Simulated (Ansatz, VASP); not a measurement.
# Si: VASP beside Ansatz

Contents of INCAR:

```
SYSTEM = Si
PREC = Accurate
ENCUT = 520
EDIFF = 1E-7
ISMEAR = -1
SIGMA = 0.1
LREAL = .FALSE.
LASPH = .TRUE.
NELM = 80
ALGO = Normal
ISIF = 2
LWAVE = .FALSE.
LCHARG = .FALSE.
GGA = RP
NBANDS = 8
```

Contents of KPOINTS:

```
regular mesh
0
G
  16 16 16
  0 0 0
```

Contents of POSCAR:

```
Si
1.0
   -1.5256734033      1.5256734033      1.5256734033
    1.5256734033     -1.5256734033      1.5256734033
    1.5256734033      1.5256734033     -1.5256734033
Si
1
Direct
    0.0000000000      0.0000000000      0.0000000000
```

Input for Ansatz:

```yaml
crystal:
  lattice:
    - [-1.5256734033, 1.5256734033, 1.5256734033]
    - [1.5256734033, -1.5256734033, 1.5256734033]
    - [1.5256734033, 1.5256734033, -1.5256734033]
  atoms:
    - { symbol: Si, position: [0.0, 0.0, 0.0] }
hamiltonian:
  xc: rpbe
  pseudopotentials:
    kind: paw
    azcp:
      Si: "pseudopotentials/Si.paw.azcp"
basis:
  ecutwfc: 420
  fft_grid_basis: typed
kpoints:
  mp_grid: { grid: [16, 16, 16], shift: [0, 0, 0] }
magnetization:
  spin_polarized: false
scf:
  occupations: { method: fermi_dirac, width: 0.1 }
  lower_state_search: "off"
output:
  stress: true
  write_density: true
  write_potential: true
  elf: true
  volumetric_format: npy
```

Alike in both runs: task single point; functional RPBE; k mesh 16 × 16 × 16; occupations fermi-dirac, width 0.1 eV; no spin polarisation.

|  | VASP | Ansatz |
| --- | --- | --- |
| version | VASP 6.6.1 | Ansatz 0.2.0 |
| potentials or method | VASP PAW PBE potentials, release 64 (Si) | plane waves (420 eV) with PAW, scalar-relativistic |
| plane-wave cutoff (eV) | 520 | 420 |
| valence electrons in the cell | 4 | 4 |

|  | VASP | Ansatz | Ansatz less VASP |
| --- | --- | --- | --- |
| pressure (GPa) | 3.9 | 4.3 | +0.46 |

Caveats: the PAW data sets were made with another functional, which shifts forces and pressure a little (VASP).
